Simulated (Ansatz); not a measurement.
# TiC/GaN/W: conductance against the thickness of the layer, part 3 of 7

How fast does the current through TiC/GaN/W fall with each added layer? The lower electrode is TiC rock salt(001), the upper one W bcc(001); the barrier is GaN zinc blende(001) (Ga and Ga faces). In the first transport cell, after relaxation, the nearest pair of electrode and barrier is C–Ga at 1.98 Å, along the normal, at the lower face and W–Ga at 2.76 Å, at a slant, at the upper one. All share a net of side 3.217 Å, which strains the lower electrode by +5.1 %, the upper one by +1.5 % and the barrier by +0.0 %, against typed lattice constants near PBE's. The first steps treat the bulk electrodes alone.

Ansatz 0.2.0; PBE DFT, plane waves, PAW files (the session's first sound run).

So far. Step 4 (Relaxation): The largest force component on a free atom ends at 0.020 eV/Å. At one or more of this run's solves the program warned of density in the dipole ramp over its bound, where dipole, forces and levels can be off.

The structure was built from a prototype and need not be the compound's stable phase.

## 5. The open system: T(E)

This step: PBE DFT, plane waves, PAW files; ballistic transmission by layer matching between semi-infinite leads (Ansatz 0.2.0).

System of this step: TiC/GaN/W. The cell holds 44 atoms: 12 C, 12 Ti, 5 Ga, 4 N and 11 W. Cell: a = 3.217 Å, b = 3.217 Å, c = 66.377 Å, α = 90.0°, β = 90.0°, γ = 90.0°. Regions: left electrode, 24 atoms (12 C and 12 Ti); barrier, 9 atoms (5 Ga and 4 N); right electrode, 11 atoms (11 W). Vacuum lies along c.

The relaxed core is set between ideal electrode layers (this cell holds 9 atomic planes between the electrodes; where that differs from the relaxed slab, whole periods were copied in or cut out without a new relaxation), which the solver continues as semi-infinite leads. A wide energy window on a coarse mesh (10×10) shows where the Fermi level lies against the barrier's bands; the projected density of states shows how far the metals' states reach in.

Input file input.yaml:

```yaml
crystal:
  lattice:
    - [3.217, 0.0, 0.0]
    - [0.0, 3.217, 0.0]
    - [0.0, 0.0, 66.3770934799]
  atoms:
    - { symbol: C, position: [0.65423113, 0.35493914, 0.1054580674] }
    - { symbol: Ti, position: [0.15423113, 0.85493914, 0.1054580674] }
    - { symbol: C, position: [0.15423113, 0.85493914, 0.1374160516] }
    - { symbol: Ti, position: [0.65423113, 0.35493914, 0.1374160516] }
    - { symbol: C, position: [0.65423113, 0.35493914, 0.1693740358] }
    - { symbol: Ti, position: [0.15423113, 0.85493914, 0.1693740358] }
    - { symbol: C, position: [0.15423113, 0.85493914, 0.2013320199] }
    - { symbol: Ti, position: [0.65423113, 0.35493914, 0.2013320199] }
    - { symbol: C, position: [0.65423113, 0.35493914, 0.2332900041] }
    - { symbol: Ti, position: [0.15423113, 0.85493914, 0.2332900041] }
    - { symbol: C, position: [0.15423113, 0.85493914, 0.2652479883] }
    - { symbol: Ti, position: [0.65423113, 0.35493914, 0.2652479883] }
    - { symbol: C, position: [0.65423113, 0.35493914, 0.2972059724] }
    - { symbol: Ti, position: [0.15423113, 0.85493914, 0.2972059724] }
    - { symbol: C, position: [0.15423113, 0.85493914, 0.3291639566] }
    - { symbol: Ti, position: [0.65423113, 0.35493914, 0.3291639566] }
    - { symbol: C, position: [0.65423113, 0.35493914, 0.3611219408] }
    - { symbol: Ti, position: [0.15423113, 0.85493914, 0.3611219408] }
    - { symbol: C, position: [0.15423113, 0.85493914, 0.3930799249] }
    - { symbol: Ti, position: [0.65423113, 0.35493914, 0.3930799249] }
    - { symbol: C, position: [0.65423113, 0.35493914, 0.4250379091] }
    - { symbol: Ti, position: [0.15423113, 0.85493914, 0.4250379091] }
    - { symbol: C, position: [0.15432048, 0.85488857, 0.4576093805] }
    - { symbol: Ti, position: [0.65428284, 0.35492539, 0.4553009374] }
    - { symbol: Ga, position: [0.15477774, 0.85479523, 0.4874140616] }
    - { symbol: "N", position: [0.65480999, 0.85473802, 0.5046600673] }
    - { symbol: Ga, position: [0.65488936, 0.35476964, 0.5223501877] }
    - { symbol: "N", position: [0.15490492, 0.35465193, 0.5389255142] }
    - { symbol: Ga, position: [0.15499886, 0.85463508, 0.5566423081] }
    - { symbol: "N", position: [0.65501409, 0.85445645, 0.573187837] }
    - { symbol: Ga, position: [0.65510939, 0.35455499, 0.5909000804] }
    - { symbol: "N", position: [0.15512169, 0.35487515, 0.6074213264] }
    - { symbol: Ga, position: [0.1551555, 0.85770762, 0.6257104407] }
    - { symbol: W, position: [0.65525611, 0.81125052, 0.6594491267] }
    - { symbol: W, position: [0.15534949, 0.30121366, 0.6802759893] }
    - { symbol: W, position: [0.65534949, 0.80121366, 0.7040833164] }
    - { symbol: W, position: [0.15534949, 0.30121366, 0.7278906434] }
    - { symbol: W, position: [0.65534949, 0.80121366, 0.7516979704] }
    - { symbol: W, position: [0.15534949, 0.30121366, 0.7755052974] }
    - { symbol: W, position: [0.65534949, 0.80121366, 0.7993126245] }
    - { symbol: W, position: [0.15534949, 0.30121366, 0.8231199515] }
    - { symbol: W, position: [0.65534949, 0.80121366, 0.8469272785] }
    - { symbol: W, position: [0.15534949, 0.30121366, 0.8707346055] }
    - { symbol: W, position: [0.65534949, 0.80121366, 0.8945419326] }
kpoints:
  mp_grid: { grid: [8, 8, 1] }
scf:
  occupations: { method: fermi_dirac, width: 0.1 }
  max_iter: 150
hamiltonian:
  xc: pbe
output:
  transmission:
    kmesh: [10, 10]
    e_range: [-3, 3]
    de: 0.1
    leads: [[10, 12], [38, 39]]
  dos: { projected: true, e_range: [-6, 5], de: 0.05 }
  write_potential: true
  write_density: true
  volumetric_format: npy
  elf: true
```

On the command line:

```bash
> ansatz run input.yaml --threads 8 --pin off --max-ram 24576MiB --backend cpu --events-out ev --progress --plain --runs-dir out
```

Numbers of over 12 decimals in the logs are rounded to 6 here.

Log:

```text
[...]
Crystal: 44 atoms, lattice volume = 686.942 Å³
Basis set: ecut = 420 eV, 13437 PW (Γ)
Bands: 260, of which v1, the nominal top of the filled ones, is band 216 counted from 1 (215 counted from 0)
Symmetry: 1 space group operations
[...]
k-points: 34 of 64 (time reversal used)
[...]
SCF iter   1: F=—  HF=-167706.677461 eV  |F-HF|=—  |Δ(HF+E_count)|=         —  Δρ=6.82e-3  dr2=3.36e1  ethr=1.77e-3  ⟨swp⟩=7.4  Hψ=37653  notcnv=0
[...]
SCF iter  10: F=-167706.545620 eV  HF=-167706.545620 eV  |F-HF|=3.57e-8  |Δ(HF+E_count)|=   2.26e-8  Δρ=2.23e-6  dr2=6.89e-8  ethr=2.32e-11  ⟨swp⟩=8.9  Hψ=26611  notcnv=0
SCF 1 converged in 10 iterations: F = -167706.545620 eV  dr2 = 6.89e-8
[...]
transmission: 332 of 3276 steps passed
transmission: 657 of 3276 steps passed
[...]
transmission: 3276 of 3276 steps passed
WARN: The output density's exchange-correlation potential varies sharply where the density is thin. Do not read a vacuum level from v_tot or v_xc, or from such a field of the output density. On a cell that repeats whose density bears no net charge and no dipole along the vacuum's axis use v_es (v_loc + v_h of the components); under efield.dipole_correction with no amplitude use v_es + v_field, which holds any externa [...]
SCF converged after 10 iterations
Free energy (F): -167706.545620 eV
[...]
Internal energy: -167706.082251 eV  (E = F + TS)
E sigma→0 (E₀):  -167706.313935 eV
Entropy (-TS):   -0.463369 eV (-10.531 meV/atom)
Fermi energy:    11.792949 eV
[...]
--- Band table (eV; the first three rows and the last of 34) ---
  k-point 0: bands = [... 212 lower, 11.5228, 11.5617, 11.5828, 11.5857, 11.6485, 11.6849, 11.6974, 11.7627, ... 40 higher]
  k-point 1: bands = [... 212 lower, 11.6947, 11.7135, 11.7323, 11.7362, 11.8120, 11.8816, 11.9412, 11.9599, ... 40 higher]
  k-point 2: bands = [... 212 lower, 11.5495, 11.5630, 11.6080, 11.7346, 12.1618, 12.2255, 12.3860, 12.5047, ... 40 higher]
  k-point 33: bands = [... 212 lower, 11.6068, 11.9017, 12.0137, 12.0802, 12.1610, 12.1787, 12.3479, 12.7443, ... 40 higher]
--- Transmission ---
  basis      : 89 plane waves across, 63 finite elements along
  points     : 52, standing for a mesh of 10 x 10
  energies   : 61 from -3.000000 to 3.000000 eV about the Fermi level, 0.100000 eV apart; the leads are filled to 0.000000 eV, and channels, transmission and decay are at 0.000000 eV
  crystal 0  : C1Ti1, at the sites [10, 12], period 2.1213 Å, over 23.33 Å; its Hamiltonian steps by up to 6.5 meV
    offset         : up to 0.0000 Å between an atom of the period and one for which it stands
    channels       : 4.200000e-1 a spin
    conductance    : none, the energies end too early or step too widely for 300 K: set another output.transmission.e_range or a lower de, or, where they end at an eighth of basis.ecutwfc, a higher one
    slowest decay  : 0.0840 /Å at (0.4000, 0.5000)
  crystal 1  : W1, at the sites [38, 39], period 1.5803 Å, over 15.80 Å; its Hamiltonian steps by up to 25.8 meV: too much for a lead, lay more layers or, if its atoms are ordered, name the step of that order
[...]
channels       : 1.260000e0 a spin
[...]
slowest decay  : 0.0268 /Å at (-0.3000, 0.3000)
  junction   : crystal 0 to crystal 1, 17.97 to 51.38 Å
    transmission   : 9.370192e-4 a spin
[...]
```

The job ended after 7.6 min (8 threads of Arm Neoverse V1, shared host; peak memory 10 GiB; 57 min of CPU time).

Reading the cycles: dr2 is the Hartree energy of the density residual (eV), the measure of convergence; HF is the Harris–Foulkes estimate of the energy, which meets the free energy F at convergence.

Numbers from this step:

| Item | Value |
| --- | --- |
| free energy | -167706.5456 eV |
| Fermi energy | 11.79 eV |
| level to which the leads are filled | 0 eV from the Fermi level |
| transmission at the Fermi level (a spin, zone mean) | 9.37e-4 |
| channels of the lower lead | 0.42 |
| channels of the upper lead | 1.26 |
| potential step in the lower lead | 6.5 meV |
| potential step in the upper lead | 25.8 meV |

One spin. Table of transmission, zone mean by energy, zero at the Fermi level:

| energy (eV) | transmission, zone mean |
| --- | --- |
| -3.00 | 0.0981 |
| -2.80 | 0.140 |
| -2.70 | 0.178 |
| -2.50 | 0.127 |
| -2.40 | 0.112 |
| -2.20 | 0.0997 |
| -2.00 | 0.0509 |
| -1.90 | 0.0591 |
| -1.80 | 0.0679 |
| -1.70 | 0.0256 |
| -1.50 | 0.00989 |
| -1.40 | 0.0123 |
| -1.20 | 0.0112 |
| -1.10 | 0.00255 |
| -0.90 | 0.00477 |
| -0.70 | 2.6e-4 |
| -0.60 | 1.8e-4 |
| -0.40 | 1.4e-4 |
| -0.20 | 7.8e-4 |
| -0.10 | 7.1e-4 |
| 0.00 | 9.4e-4 |
| 0.10 | 0.00125 |
| 0.20 | 0.00173 |
| 0.40 | 8.2e-4 |
| 0.60 | 4.8e-4 |
| 0.70 | 1.7e-4 |
| 0.90 | 6.4e-4 |
| 1.10 | 0.00144 |
| 1.20 | 0.00127 |
| 1.40 | 8.8e-4 |
| 1.50 | 0.00118 |
| 1.70 | 0.00130 |
| 1.90 | 0.00183 |
| 2.00 | 0.0113 |
| 2.20 | 0.0209 |
| 2.40 | 0.0393 |
| 2.50 | 0.0285 |
| 2.70 | 0.0761 |
| 2.80 | 0.0871 |
| 3.00 | 0.0816 |

One spin. The open channels, zone mean by energy, zero at the Fermi level:

| energy (eV) | lower lead | upper lead |
| --- | --- | --- |
| -3.00 | 1.12 | 2.53 |
| -2.80 | 1.41 | 2.51 |
| -2.70 | 1.93 | 2.19 |
| -2.50 | 2.49 | 1.95 |
| -2.40 | 2.85 | 2.35 |
| -2.20 | 3.13 | 2.67 |
| -2.00 | 2.49 | 3.47 |
| -1.90 | 2.41 | 3.51 |
| -1.70 | 2.09 | 2.91 |
| -1.50 | 1.97 | 2.59 |
| -1.40 | 1.66 | 1.99 |
| -1.20 | 1.48 | 1.68 |
| -1.10 | 1.48 | 1.6 |
| -0.90 | 1.08 | 1.3 |
| -0.70 | 0.88 | 1.3 |
| -0.60 | 0.88 | 1.38 |
| -0.40 | 0.66 | 1.14 |
| -0.20 | 0.38 | 1.06 |
| -0.10 | 0.34 | 1.18 |
| 0.00 | 0.42 | 1.26 |
| 0.10 | 0.42 | 1.38 |
| 0.20 | 0.5 | 1.62 |
| 0.40 | 0.5 | 1.7 |
| 0.60 | 0.6 | 1.92 |
| 0.70 | 0.64 | 2.08 |
| 0.90 | 1 | 2.4 |
| 1.10 | 1.11 | 2.6 |
| 1.20 | 1.03 | 2.68 |
| 1.40 | 1.16 | 2.84 |
| 1.50 | 1.2 | 2.76 |
| 1.70 | 1.41 | 3 |
| 1.90 | 1.46 | 2.82 |
| 2.00 | 1.46 | 2.7 |
| 2.20 | 1.78 | 2.67 |
| 2.40 | 2 | 2.46 |
| 2.50 | 1.99 | 2.5 |
| 2.70 | 2.39 | 2.22 |
| 2.80 | 1.87 | 2.02 |
| 3.00 | 0.75 | 3.08 |

Transmission over k1 and k2. At 0.0000 eV from the Fermi level; zeros and values more than six decades under the largest are shown at that floor.

log10 of the mean of each cell; the least values stand at a floor. Values, 10 rows by 10 columns:
```
-7.5 -7.5 -7.5 -7.5 -7.5 -7.5 -7.5 -7.5 -7.5 -7.5
-7.5 -7.5 -7.5 -7.5 -7.5 -7.5 -7.5 -7.5 -7.5 -7.5
-7.5 -7.5 -7.5 -4.6 -7.5 -7.5 -7.5 -4.6 -7.5 -7.5
-7.5 -7.5 -7.5 -7.5 -3.5 -2.6 -3.5 -7.5 -7.5 -7.5
-7.5 -7.5 -7.5 -7.5 -1.5 -1.6 -1.5 -7.5 -7.5 -7.5
-7.5 -7.5 -7.5 -7.5 -3.5 -2.6 -3.5 -7.5 -7.5 -7.5
-7.5 -7.5 -7.5 -4.6 -7.5 -7.5 -7.5 -4.6 -7.5 -7.5
-7.5 -7.5 -7.5 -7.5 -7.5 -7.5 -7.5 -7.5 -7.5 -7.5
-7.5 -7.5 -7.5 -7.5 -7.5 -7.5 -7.5 -7.5 -7.5 -7.5
-4.8 -7.5 -7.5 -7.5 -7.5 -7.5 -7.5 -7.5 -7.5 -7.5
```
Columns: k1 (b1) from -0.5 to 0.4; rows upwards: k2 (b2) from -0.5 to 0.4.

Open channels of the lower lead over k1 and k2. At 0.0000 eV from the Fermi level.

Ten even steps from '_' (0.00) to '@' (4.00):
```
__::______________::
____::__________::__
______::______::____
________++@@++______
________@@@@@@______
________++@@++______
______::______::____
____::__________::__
__::______________::
++__________________
```
Columns: k1 (b1) from -0.5 to 0.4; rows upwards: k2 (b2) from -0.5 to 0.4.

Open channels of the upper lead over k1 and k2. At 0.0000 eV from the Fermi level.

Values, 10 rows by 10 columns:
```
0.00 0.00 0.00 0.00 1.00 2.00 1.00 0.00 0.00 0.00
0.00 0.00 0.00 0.00 1.00 3.00 1.00 0.00 0.00 0.00
0.00 0.00 0.00 1.00 2.00 2.00 2.00 1.00 0.00 0.00
4.00 1.00 1.00 2.00 4.00 4.00 4.00 2.00 1.00 1.00
4.00 2.00 3.00 2.00 4.00 4.00 4.00 2.00 3.00 2.00
4.00 1.00 1.00 2.00 4.00 4.00 4.00 2.00 1.00 1.00
0.00 0.00 0.00 1.00 2.00 2.00 2.00 1.00 0.00 0.00
0.00 0.00 0.00 0.00 1.00 3.00 1.00 0.00 0.00 0.00
0.00 0.00 0.00 0.00 1.00 2.00 1.00 0.00 0.00 0.00
2.00 0.00 0.00 0.00 4.00 4.00 4.00 0.00 0.00 0.00
```
Columns: k1 (b1) from -0.5 to 0.4; rows upwards: k2 (b2) from -0.5 to 0.4.

Projected DOS an atom over height of the atomic layer and energy from the Fermi level. Layers: TiC TiC TiC TiC TiC TiC TiC TiC TiC TiC TiC TiC Ga N Ga N Ga N Ga N Ga W W W W W W W W W W W; projections on atoms miss part of the total, and the computed bands can run out at the top of the range; a column is the mean of 2 neighbouring layers, the last of those left over.

Ten even steps from '_' (0.00 states/eV) to '@' (1.84 states/eV), each cell a mean:
```
----------==..______..++++++**@@
::::::::::--..______..::======++
........::::..______..::--==--**
..........::..______::::------==
__________..________==::::::..==
..________..________%%--::::::@@
::......____________--::......++
--........________..++--::::::==
==::::::::..______..----------==
**--------::____..::==**######**
##++++++++--__..::--==**%%@@%%##
++########++..::::--==##******%%
--++******##::----::--##%%%%##%%
::::----==++--====----%%%%@@%%==
--::::::::----------::==++++==--
::==--==------::--::::--::::--**
..----::----::--::::::==--::--++
__......::::----::..::++++**++--
__..........::::::....==++++++--
__________..--::....::======++::
____________::..__....--------..
____________........::::----::..
```
Columns: height of the atomic layer (Å) from 8.06 to 58.6 (not evenly spaced); rows upwards: energy from the Fermi level (eV) from -6 to 1.7.

ELF in the ca plane at fractional y = 0.801, with atoms of Ti and C and Ga and N and W within 0.2 Å of it. It is the smooth field of the valence electrons, not physical close to the nuclei.

Values, 5 rows by 16 columns, each cell a mean:
```
0.37 0.66 0.27 0.21 0.23 0.67 0.46 0.24 0.66 0.50 0.08 0.15 0.41 0.71 0.24 0.09
0.19 0.22 0.19 0.21 0.19 0.23 0.19 0.30 0.59 0.68 0.12 0.08 0.62 0.56 0.44 0.06
0.33 0.58 0.25 0.16 0.21 0.60 0.41 0.26 0.70 0.55 0.08 0.14 0.47 0.73 0.29 0.08
0.51 0.63 0.44 0.51 0.39 0.65 0.57 0.12 0.27 0.14 0.07 0.17 0.12 0.28 0.06 0.13
0.53 0.57 0.47 0.50 0.42 0.58 0.56 0.09 0.22 0.10 0.07 0.17 0.10 0.22 0.04 0.14
```
Columns run along c (16.0 Å, from fractional 0.38 to 0.62 of the cell), rows up along a (3.2 Å). Atoms in or near the plane, at fractional coordinates: C at (0.39, 0.15), Ti at (0.43, 0.15), C at (0.46, 0.15), Ga at (0.49, 0.15), N at (0.50, 0.65), Ga at (0.56, 0.15), N at (0.57, 0.66).

Electrostatic potential energy in the ca plane at fractional y = 0.801, with atoms of Ti and C and Ga and N and W within 0.2 Å of it. With pseudopotentials it is smooth inside the atoms' cores, unlike the true potential.

Values in eV, 5 rows by 16 columns, each cell a mean:
```
 12  10  11  -1  10  10  11   2  -1   9  13   8   1   1  14  13
 14  13  14  12  13  12  13  12 -25  -6  12  13   3 -32  12  13
 13  11  12   3  11  11  12   5  -5   7  13   9   3  -5  13  13
  4 -20   2 -23   1 -18   0 -11   0  14  14  -1  -9  10  15  12
  2 -26   0 -25  -1 -24  -3 -11  -1  14  14  -2 -10   9  15  12
```
Columns run along c (16.0 Å, from fractional 0.38 to 0.62 of the cell; values clipped at the 3rd and 97th percentile), rows up along a (3.2 Å). Atoms in or near the plane, at fractional coordinates: C at (0.39, 0.15), Ti at (0.43, 0.15), C at (0.46, 0.15), Ga at (0.49, 0.15), N at (0.50, 0.65), Ga at (0.56, 0.15), N at (0.57, 0.66).

Valence density in the ca plane at fractional y = 0.801, with atoms of Ti and C and Ga and N and W within 0.2 Å of it. It is the smooth field of the valence electrons, not physical close to the nuclei.

Values in units of 1e0 e/Å³, 5 rows by 16 columns, each cell a mean:
```
0.5 0.3 0.4 0.4 0.3 0.5 0.3 0.5 0.3 0.6 1.0 0.2 0.1 0.4 1.0 0.6
0.2 0.1 0.2 0.2 0.1 0.2 0.1 0.2 0.1 0.7 2.8 0.4 0.1 0.2 2.0 1.8
0.3 0.3 0.3 0.3 0.3 0.3 0.2 0.4 0.2 0.6 1.3 0.2 0.1 0.3 1.1 0.8
3.7 2.3 1.0 1.0 2.3 3.8 0.7 1.2 1.3 6.8 0.3 0.1 0.1 5.7 2.3 0.1
4.5 2.8 1.1 1.1 2.8 4.5 0.7 1.3 1.6 9.3 0.2 0.1 0.2 7.8 3.0 0.1
```
Columns run along c (16.0 Å, from fractional 0.35 to 0.59 of the cell), rows up along a (3.2 Å). Atoms in or near the plane, at fractional coordinates: Ti at (0.36, 0.15), C at (0.39, 0.15), Ti at (0.43, 0.15), C at (0.46, 0.15), Ga at (0.49, 0.15), N at (0.50, 0.65), Ga at (0.56, 0.15), N at (0.57, 0.66).

At the Fermi level the transmission is 9.4e-4, as a zone mean for one spin on this coarse mesh. At the Fermi level the layers of this cell's barrier hold from 0.015 to 0.88 states an eV and atom. In the worse lead the potential repeats within 25.8 meV, which the program flags as too much for a lead, so G carries that doubt.

[end of part 3 of 7]

[Logs are printed without paths, hosts, clocks, repeated set-up lines and the standing remarks that a program may print on its own settings, such as how far it seeks lower states.]

[Hosts, paths, dates, database ids (printed as entryN), source tags and the programs' standing remarks are cut or masked in the printed files.]
